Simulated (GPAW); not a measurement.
BP:

```xyz
2
Lattice="0.0000 2.2690 2.2690 2.2690 0.0000 2.2690 2.2690 2.2690 0.0000" Properties=species:S:1:pos:R:3 pbc="T T T"
P     3.4035    3.4035    3.4035
B     0.0000    0.0000    0.0000
```

Program: GPAW 26.7.0. Alike in all runs: no spin polarisation; cell as given.

Q: Order these runs on this cell by their band gap on the k mesh, lowest first.
A. level PBE0; potentials or basis GPAW PAW data sets (gpaw-data 1.2.1), pw; k mesh 5 × 5 × 5; cutoff (eV) 600; smearing fermi-dirac 0.05 eV; maxiter 60; mesh quality coarse
B. level LDA; potentials or basis JTH PAW 2.0, LDA, pw; k mesh 8 × 8 × 8; cutoff (eV) 650; smearing fermi-dirac 0.01 eV; maxiter 150; data set B jth, P jth; mesh quality not flagged
C. level rSCAN; potentials or basis GPAW PAW data sets (gpaw-data 1.2.1), pw; k mesh 10 × 10 × 10; cutoff (eV) 800; smearing fermi-dirac 0.05 eV; maxiter 150; band path GXWKGLUWLK,UX; band points 100; mesh quality not flagged

A: B (1.22 eV), C (1.43 eV), A (2.69 eV).

Caveats: some runs use coarse meshes; an odd mesh through Γ misses points on the zone boundary, where band edges often lie (some runs); the program truncates these outside data sets (some runs).

A k mesh can miss the band edges, odd and even meshes differently.

Runs at the PBE level aren't shown here.
